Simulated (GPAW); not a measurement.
A run of GPAW 26.7.0 is set up as follows.

The input run.py:

```python
from ase.dft.bandgap import bandgap
from ase.io import read, write
from ase.units import GPa
from gpaw import GPAW, PW

atoms = read('Si.xyz')

calc = GPAW(mode=PW(600),
            xc='PBE',
            kpts={'size': (12, 12, 11), 'gamma': True},
            occupations={'name': 'methfessel-paxton', 'order': 0, 'width': 0.014},
            nbands=8,
            convergence={'density': 1e-05, 'energy': 1e-05},
            maxiter=150,
            txt='gpaw.txt')
atoms.calc = calc
energy = atoms.get_potential_energy()
forces = atoms.get_forces()
stress = atoms.get_stress()
calc.write('gs.gpw')
write('result.traj', atoms)
print(f'Energy: {energy:.6f} eV')
print('Forces (eV/A):')
print(forces.round(4))
print('Stress (GPa):', (stress / GPa).round(3))
print('Fermi level:', round(calc.get_fermi_level(), 4), 'eV')
print(f'Gap: {bandgap(calc)[0]:.4f} eV, direct: {bandgap(calc, direct=True)[0]:.4f} eV')
```

The input Si.xyz:

```xyz
1
Lattice="2.6205428149 0.0000000000 0.0000000000 -1.3102714075 2.2694566494 0.0000000000 0.0000000000 0.0000000000 2.4663543900" Properties=species:S:1:pos:R:3 pbc="T T T"
Si     0.0000000000      0.0000000000      0.0000000000
```

Potentials or basis: GPAW PAW data sets (gpaw-data 1.2.1), pw.

Launch:

```console
$ OMP_NUM_THREADS=1 python run.py
```

(1) What does it give for the pressure?

(2) Estimate the band gap on the k mesh.

## Answers

(1) 3.6 GPa.

(2) none (metal or under the smearing width).
